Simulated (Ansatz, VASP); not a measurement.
One calculation of CdF2, two programs

File INCAR:

```
ALGO = Normal
EDIFF = 1E-6
ENCUT = 520
GGA = PE
ISIF = 2
ISMEAR = 0
IVDW = 12
LASPH = True
LCHARG = False
LREAL = False
LWAVE = False
NBANDS = 35
NELM = 100
PREC = Accurate
SIGMA = 0.1
```

Contents of KPOINTS:

```
k-points
0
Gamma
  6 6 2
```

File POSCAR:

```
CdF2
1.0
    1.5168922600     -2.6261685800      0.0000000000
    1.5168922600      2.6261685800      0.0000000000
    0.0000000000      0.0000000000     13.3205991000
Cd F
2 4
Direct
    0.6622926700      0.9956260000      0.1554096600
    0.9956260000      0.6622926700      0.6554096600
    0.6638381600      0.0192955000      0.3108193200
    0.6859621700      0.9971715000      0.0000000000
    0.9971715000      0.6859621700      0.5000000000
    0.0192955000      0.6638381600      0.8108193200
```

Input for Ansatz:

```yaml
crystal:
  lattice:
    - [1.51689226, -2.62616858, 0.0]
    - [1.51689226, 2.62616858, 0.0]
    - [0.0, 0.0, 13.3205991]
  atoms:
    - { symbol: Cd, position: [0.66229267, 0.995626, 0.15540966] }
    - { symbol: Cd, position: [0.995626, 0.66229267, 0.65540966] }
    - { symbol: F, position: [0.66383816, 0.0192955, 0.31081932] }
    - { symbol: F, position: [0.68596217, 0.9971715, 0.0] }
    - { symbol: F, position: [0.9971715, 0.68596217, 0.5] }
    - { symbol: F, position: [0.0192955, 0.66383816, 0.81081932] }
basis:
  ecutwfc: 420
kpoints:
  mp_grid: { grid: [6, 6, 2] }
hamiltonian:
  xc: pbe
  dispersion: d3bj
scf:
  occupations: { method: gaussian, width: 0.1 }
  lower_state_search: "off"
output:
  forces: true
  stress: true
  eigenvalues: true
```

Alike in both runs: task single point; functional PBE; dispersion D3(BJ); k mesh 6 × 6 × 2; occupations gaussian, width 0.1 eV; no spin polarisation.

|  | VASP | Ansatz |
| --- | --- | --- |
| version | VASP 6.6.1 | Ansatz 0.2.0 |
| potentials or method | VASP PAW PBE potentials, release 64 (Cd, F) | scalar-relativistic, plane waves, PAW |
| plane-wave cutoff (eV) | 520 | 420 |
| valence electrons in the cell | 52 | 68 |

|  | VASP | Ansatz | Ansatz less VASP |
| --- | --- | --- | --- |
| gap on the k mesh at the Fermi level (eV) | 0.77 | 0.79 | +0.022 |
| least direct gap on the mesh (eV) | 0.77 | 0.79 | +0.022 |
| pressure (GPa) | -3.5 | -4.2 | -0.67 |
| largest component of the traceless stress (GPa) | 22.28 | 23.88 | +1.603 |
| rms of the force components (eV/Å) | 0.949 | 1.044 | +0.0955 |

Atom by atom the forces differ by 0.096 eV/Å (rms over components). The two sets of potentials don't hold the same shells in valence.

Caveats: forces of over 1 eV/Å show positions far from the minimum, so gaps and moduli don't describe the material at rest. A k mesh can miss the band edges. A hybrid or GW would open this gap; PBE tends to underestimate it.
